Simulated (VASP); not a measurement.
# Re (P6_3/mmc) in VASP: a series of runs

The runs below take Re through relaxation of cell and atoms, electrostatic potential, with LDA.

Program: VASP 6.6.1. These are calculated values, not measurements. Logs are shortened: lines on timing, memory, paths and dates and some standing lists are left out, and cuts for length are marked.

## Step 1: The crystal as given

The structure is hexagonal, space group P6_3/mmc (No. 194). The conventional cell has a = 2.760 Å, b = 2.760 Å, c = 4.450 Å, α = 90.00°, β = 90.00°, γ = 120.00°. Re (site symmetry -6m2) is surrounded by 12 Re at 2.74 to 2.76 Å.

The cell was built by a generator and needn't be a form met in nature.

## Step 2: Relaxation of cell and atoms, LDA

File INCAR:

```
ALGO = Normal
EDIFF = 1E-6
EDIFFG = -0.005
ENCUT = 600
GGA = CA
IBRION = 2
ISIF = 3
ISMEAR = 1
LASPH = T
LCHARG = F
LREAL = F
LWAVE = F
NELM = 120
NSW = 40
PREC = Accurate
SIGMA = 0.1
```

File KPOINTS:

```
k-points
0
Gamma
  18 18 10
```

File POSCAR:

```
Re
1.0
    2.7600000000      0.0000000000      0.0000000000
   -1.3800000000      2.3902301100      0.0000000000
    0.0000000000      0.0000000000      4.4500000000
Re
2
Direct
    0.3333333300      0.6666666700      0.2500000000
    0.6666666700      0.3333333300      0.7500000000
```

Potentials or basis: VASP PAW LDA potentials, release 64 (Re).

Command:

```console
$ cat potpaw_LDA.64/Re/POTCAR > POTCAR
$ mpirun -np 1 vasp_std > vasp.out
```

OUTCAR:

```text
EDIFF = 1E-6
   EDIFFG = -0.005
   ENCUT = 600
   GGA = CA
   IBRION = 2
   ISIF = 3
   ISMEAR = 1
   LASPH = T
   LREAL = F
   NELM = 120
   NSW = 40
   PREC = Accurate

 ion  position               nearest neighbor table
   1  0.333  0.667  0.250-   2 2.74   2 2.74   2 2.74   2 2.74   2 2.74   2 2.74
   2  0.667  0.333  0.750-   1 2.74   1 2.74   1 2.74   1 2.74   1 2.74   1 2.74

  LATTYP: Found a hexagonal cell.
 ALAT       =     2.7600000000
 C/A-ratio  =     1.6123188406

  Lattice vectors:

 A1 = (   2.7600000000,   0.0000000000,   0.0000000000)
 A2 = (  -1.3800000000,   2.3902301100,   0.0000000000)
 A3 = (   0.0000000000,   0.0000000000,   4.4500000000)

Analysis of symmetry for initial positions (statically):
=====================================================================
 Subroutine PRICEL returns:
 Original cell was already a primitive cell.

 Routine SETGRP: Setting up the symmetry group for a
 hexagonal supercell.

 Subroutine GETGRP returns: Found 24 space group operations
 (whereof 12 operations were pure point group operations)
 out of a pool of 24 trial point group operations.

The static configuration has the point symmetry D_3d.
 The point group associated with its full space group is D_6h.

Analysis of symmetry for dynamics (positions and initial velocities):
=====================================================================
 Subroutine PRICEL returns:
 Original cell was already a primitive cell.

 Routine SETGRP: Setting up the symmetry group for a
 hexagonal supercell.

 Subroutine GETGRP returns: Found 24 space group operations
 (whereof 12 operations were pure point group operations)
 out of a pool of 24 trial point group operations.

The dynamic configuration has the point symmetry D_3d.
 The point group associated with its full space group is D_6h.

 Subroutine INISYM returns: Found 24 space group operations
 (whereof 12 operations are pure point group operations),
 and found     1 'primitive' translations

----------------------------------------------------------------------------------------

                                     Primitive cell

  volume of cell :      29.3568

  direct lattice vectors                    reciprocal lattice vectors
     2.760000000  0.000000000  0.000000000     0.362318841  0.209184881  0.000000000
    -1.380000000  2.390230110  0.000000000     0.000000000  0.418369761  0.000000000
     0.000000000  0.000000000  4.450000000     0.000000000  0.000000000  0.224719101

  length of vectors
     2.760000000  2.759999996  4.450000000     0.418369760  0.418369761  0.224719101

  position of ions in fractional coordinates (direct lattice)
     0.333333330  0.666666670  0.250000000
     0.666666670  0.333333330  0.750000000

  ion indices of the primitive-cell ions
   primitive index   ion index
                 1           1
                 2           2

----------------------------------------------------------------------------------------

 KPOINTS: k-points

Automatic generation of k-mesh.
 Grid dimensions read from file:
 generate k-points for:   18   18   10

 Generating k-lattice:

  Cartesian coordinates                     Fractional coordinates (reciprocal lattice)
     0.020128824  0.011621382  0.000000000     0.055555556 -0.000000000  0.000000000
     0.000000000  0.023242765  0.000000000     0.000000000  0.055555556  0.000000000
     0.000000000  0.000000000  0.022471910     0.000000000  0.000000000  0.100000000

  Length of vectors
     0.023242764  0.023242765  0.022471910

  Shift w.r.t. Gamma in fractional coordinates (k-lattice)
     0.000000000  0.000000000  0.000000000

 Subroutine IBZKPT returns following result:
 ===========================================

 Found    222 irreducible k-points:

 Following reciprocal coordinates:
            Coordinates               Weight
  0.000000  0.000000  0.000000      1.000000
  0.055556  0.000000  0.000000      6.000000
  0.111111  0.000000  0.000000      6.000000
  0.166667  0.000000  0.000000      6.000000
  0.222222  0.000000  0.000000      6.000000
  0.277778 -0.000000  0.000000      6.000000
[... 16 lines left out ...]
  0.333333  0.111111  0.000000     12.000000
  0.388889  0.111111  0.000000     12.000000
 [... further k-points ...]
   k-points           NKPTS =    222   k-points in BZ     NKDIM =    222   number of bands    NBANDS=     11
   number of dos      NEDOS =    301   number of ions     NIONS =      2
   total plane-waves  NPLWV =  20736
   dimension x,y,z NGX =    24 NGY =   24 NGZ =   36
   dimension x,y,z NGXF=    48 NGYF=   48 NGZF=   72
   ions per type =               2
   NGX,Y,Z   is equivalent  to a cutoff of  14.46, 14.46, 13.45 a.u.
   NGXF,Y,Z  is equivalent  to a cutoff of  28.91, 28.91, 26.90 a.u.
 SYSTEM =  unknown system
   PREC   = accura    normal or accurate (medium, high low for compatibility)
   ISTART =      0    job   : 0-new  1-cont  2-samecut
   ICHARG =      2    charge: 1-file 2-atom 10-const
   ISPIN  =      1    spin polarized calculation?
   LNONCOLLINEAR =      F non collinear calculations
   LSORBIT =      F    spin-orbit coupling
   LASPH  =      T    aspherical Exc in radial PAW
   ENCUT  =  600.0 eV  44.10 Ry    6.64 a.u.   5.51  5.51  8.89*2*pi/ulx,y,z
   NELM   =    120;   NELMIN=  2; NELMDL= -5     # of ELM steps
   EDIFF  = 0.1E-05   stopping-criterion for ELM
   LREAL  =      F    real-space projection
   EDIFFG = -.5E-02   stopping-criterion for IOM
   NSW    =     40    number of steps for IOM
   IBRION =      2    ionic relax: 0-MD 1-quasi-New 2-CG
   NFREE  =      1    steps in history (QN), initial steepest desc. (CG)
   ISIF   =      3    stress and relaxation
   ISYM   =      2    0-nonsym 1-usesym 2-fastsym
   POTIM  = 0.5000    time-step for ionic-motion
   TEBEG  =    0.0;   TEEND  =   0.0 temperature during run
   PSTRESS=    0.0 pullay stress
   NELECT =      14.0000    total number of electrons
   NUPDOWN=      -1.0000    fix difference up-down
   EMIN   =  10.00;   EMAX   =-10.00  energy-range for DOS
   EFERMI =   0.00;   METHOD = LEGACY
   ISMEAR =     1;   SIGMA  =   0.10  broadening in eV -4-tet -1-fermi 0-gaus
   EFERMI_NEDOS =   21; number of points for ismear=-14 and -15
   IALGO  =     38    algorithm
   IMIX   =      4    mixing-type and parameters
     AMIX     =   0.40;   BMIX     =  1.00
     AMIX_MAG =   1.60;   BMIX_MAG =  1.00
  volume/ion in A,a.u.               =      14.68        99.05
  Fermi-wavevector in a.u.,A,eV,Ry     =   1.279032  2.417019 22.258064  1.635922
  Thomas-Fermi vector in A             =   2.411540
   LORBIT       =      0    0 simple, 1 ext, 2 COOP (PROOUT), +10 PAW based schemes
   GGA     = CA    functional components
   LHFCALC =     F    Hartree Fock is set to
   AEXX    =    0.0000 exact exchange contribution
   IVDW    =     0    specifies the selected vdW correction
   LEPSILON=     F    determine dielectric tensor
   LRPA    =     F    only Hartree local field effects (RPA)
 conjugate gradient relaxation of ions
 non-spin polarized calculation
 Methfessel and Paxton  Order N= 1 SIGMA  =   0.10
  energy-cutoff  :      600.00
  volume of cell :       29.36
 maximum number of plane-waves:      1004
 NGX is ok and might be reduce to    24
   NGX = 11   NGY = 11   NGZ = 17

--------------------------------------- Ionic step        1  -------------------------------------------

 number of electron      14.0000000 magnetization

 Free energy of the ion-electron system (eV)
  ---------------------------------------------------
  ext. energy  EPLUGINS =         0.00000000
  ---------------------------------------------------
  free energy    TOTEN  =       -27.51501552 eV

  energy without entropy =      -27.51512514  energy(sigma->0) =      -27.51505206

------------------------ aborting loop because EDIFF is reached ----------------------------------------

  FORCE on cell =-STRESS in cart. coord.  units (eV):
  Direction    XX          YY          ZZ          XY          YZ          ZX
  --------------------------------------------------------------------------------------
  -------------------------------------------------------------------------------------
  Total       -1.4574807     -1.4574807     -1.4272832      0.0000000      0.0000000      0.0000000
  in kB      -79.5434810    -79.5434807    -77.8954208      0.0000000      0.0000000      0.0000000
  external PRESSURE =     -78.9941275 kB  Pullay stress =       0.0000000 kB
[... 201 lines left out ...]
  energy  without entropy=      -27.5298180061  energy(sigma->0) =      -27.52968495

--------------------------------------- Ionic step        7  -------------------------------------------

 number of electron      14.0000000 magnetization

 Free energy of the ion-electron system (eV)
  ---------------------------------------------------
  ext. energy  EPLUGINS =         0.00000000
  ---------------------------------------------------
  free energy    TOTEN  =       -27.52963455 eV

  energy without entropy =      -27.52983572  energy(sigma->0) =      -27.52970161

 E-fermi :   8.1244     XC(G=0): -13.9629

 val. band max:        8.1183607417   @ k =   0.3889   0.2222   0.3000
 cond. band min:       8.1284686239   @ k =   0.1667   0.1111   0.0000
 fundamental gap:      0.0101078822
 Fermi energy:         8.1243777755

 k-point     1 :       0.0000    0.0000    0.0000
  band No.  band energies     occupation
      1      -1.8147      2.00000
      2       1.3598      2.00000
      3       6.4681      2.00000
      4       6.4681      2.00000
      5       6.4866      2.00000
      6       7.3388      2.00000
      7       7.3388      2.00000
      8       8.2826     -0.04775
      9       8.2826     -0.04775
     10       8.9407     -0.00000
     11      11.5837      0.00000
[... 309 lines left out ...]
 k-point    24 :       0.3889    0.1111    0.0000
  band No.  band energies     occupation
      1       2.4210      2.00000
      2       2.5561      2.00000
      3       2.8439      2.00000
      4       5.8726      2.00000
      5       5.9474      2.00000
      6       6.7355      2.00000
      7       7.4985      2.00000
      8      11.4342      0.00000
      9      12.0423      0.00000
     10      12.3591      0.00000
     11      13.9694      0.00000

 [... further k-points ...]
[... 5 lines left out ...]
  --------------------------------------------------------------------------------------
  -------------------------------------------------------------------------------------
  Total       -0.0082521     -0.0082521     -0.0032428      0.0000000      0.0000000      0.0000000
  in kB       -0.4594709     -0.4594709     -0.1805554      0.0000000      0.0000000      0.0000000
  external PRESSURE =      -0.3664991 kB  Pullay stress =       0.0000000 kB
[... 17 lines left out ...]
  FREE ENERGIE OF THE ION-ELECTRON SYSTEM (eV)
  ---------------------------------------------------
  free  energy   TOTEN  =       -27.5296345507 eV

  energy  without entropy=      -27.5298357179  energy(sigma->0) =      -27.52970161

 reached required accuracy - stopping structural energy minimisation
```

It took 83 s on 1 thread of Intel Xeon 6975P-C (Granite Rapids), shared host; peak memory 0.21 GiB.

What came out:

| Property | Result |
| --- | --- |
| Free energy | -27.5296 eV |
| Relaxed volume | 14.39 Å³/atom |
| Relaxed cell | a = 2.741 Å, b = 2.741 Å, c = 4.421 Å, α = 90.00°, β = 90.00°, γ = 120.00° |
| Space group after relaxing (to 0.05 Å) | P6_3/mmc (No. 194) |
| Energy gained by relaxing | 7.3 meV/atom |
| Ionic steps | 7 |
| Pressure after relaxing | 0.0 GPa |
| Band gap on the k mesh | none (metal or under the smearing width) |

The path:
```tsv
step	energy change (eV)	largest force (eV/Å)	pressure (GPa)	volume (Å³)
1	0.0000	0.0000	-7.90	29.36
2	0.2833	0.0000	43.24	26.39
3	-0.0146	0.0000	-0.33	28.80
4	-0.0146	0.0000	-0.08	28.78
5	-0.0146	0.0000	0.09	28.77
6	-0.0146	0.0000	-0.27	28.79
7	-0.0146	0.0000	-0.04	28.78
```

Final structure:
```
Re
1.0
     2.74136    0.00000    0.00000
    -1.37068    2.37409    0.00000
     0.00000    0.00000    4.42132
Re
2
Direct
  0.33333 0.66667 0.25000
  0.66667 0.33333 0.75000
```

Levels at points of the mesh, in eV from the Fermi level:
```
           k point  band 3  band 4  band 5  band 6  band 7  band 8  band 9  band 10  band 11
(0.00, 0.00, 0.00)   -1.66   -1.66   -1.64   -0.79   -0.79    0.16    0.16     0.82     3.46
(0.50, 0.00, 0.00)   -5.40   -2.04   -1.66   -1.38   -0.60    4.09    4.53     4.65     6.29
(0.00, 0.00, 0.50)   -2.42   -2.42   -1.79   -1.79   -1.79   -1.79    2.62     2.62     2.62
(0.50, 0.00, 0.50)   -4.22   -4.22    0.38    0.38    1.06    1.06    4.41     4.41     4.96
```

Spin-orbit coupling is left out, which matters for the levels of Re.

(Continued in part 2 of 2.)
